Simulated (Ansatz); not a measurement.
Theory: DFT PBE, scalar-relativistic, plane waves, PAW (Ansatz 0.2.0). All cells share a 420 eV cutoff and Γ-centred k meshes spaced at most about 0.3 Å⁻¹ (about 0.25 or finer for metals, 2π included). No spin polarisation.

All energies are static (0 K, no zero-point motion).

Question: Order these relaxed structures of Be₂Se₃ by energy, lowest first, with the energy over the lowest of them.
A. Space group Amm2 (No. 38), orthorhombic, a = 8.053 Å, b = 3.676 Å, c = 6.647 Å. Around Be lie 1 Se at 2.13 Å and 3 Se at 2.26–2.33 Å; Se on a site of symmetry m is surrounded by 3 Be at 2.26–2.33 Å and 1 Se at 2.65 Å; Se on a site of symmetry mm2 is surrounded by 2 Be at 2.13 Å.
B. Space group P1 (No. 1), triclinic, a = 3.709 Å, b = 3.773 Å, c = 17.163 Å, α = 87.5°, β = 89.8°, γ = 60.6°. Be on its first site is surrounded by 4 Se at 2.22–2.31 Å; Be on its second site is surrounded by 4 Se at 2.22–2.31 Å; Be on its third site is surrounded by 4 Se at 2.22–2.32 Å; Se on its first site is surrounded by 3 Be at 2.25–2.31 Å and 1 Se at 2.70 Å; 6 more sites not described.
C. Space group R3m (No. 160), trigonal, a = 3.542 Å, c = 25.209 Å. Be on its first site has 4 Se at 2.17–2.24 Å; around Be on its second site lie 6 Se at 2.41–2.43 Å; Se on its first site has 1 Be at 2.24 Å and 3 Be at 2.41 Å; Se on its second site has 3 Be at 2.17 Å; 1 more site not described.
D. Space group Imm2 (No. 44), orthorhombic, a = 3.594 Å, b = 8.880 Å, c = 6.006 Å. Be has 4 Se at 2.22–2.26 Å; around Se on a site of symmetry m lie 3 Be at 2.22–2.26 Å; Se on a site of symmetry mm2 is surrounded by 2 Be at 2.22 Å.
E. Space group P-4m2 (No. 115), tetragonal, a = 3.783 Å, c = 7.188 Å. Be has 4 Se at 2.19–2.30 Å; Se on a site of symmetry -4m2 is surrounded by 4 Be at 2.30 Å; Se on a site of symmetry 2mm has 2 Be at 2.19 Å and 1 Se at 2.36 Å.

Answer: B (0 meV/atom), D (30 meV/atom), E (45 meV/atom), A (103 meV/atom), C (188 meV/atom). Counting Se atoms around Be (those within 1.25 times the shortest such distance or 1.15 times the sum of covalent radii; a slash parts the counts of unlike sites): B has Be 4; D has Be 4; E has Be 4; A has Be 4; C has Be 4/6. E holds Se–Se pairs (shortest 2.36 Å) (bonds between like non-metal atoms; other contacts aren't counted). Origin: A, C, D and E, invented; B, invented, then shaken at random and relaxed again.

The k mesh leaves some 4 meV/atom of noise in the energy of each metallic cell. No dispersion correction is applied, so the spacing and binding between layers, chains or molecules are poorly described (P1, R3m), and this can change margins and order among such cells. Cells relaxed within their symmetry can be saddle points. Some candidate types were left out of the draw beforehand, so a known form may be missing.
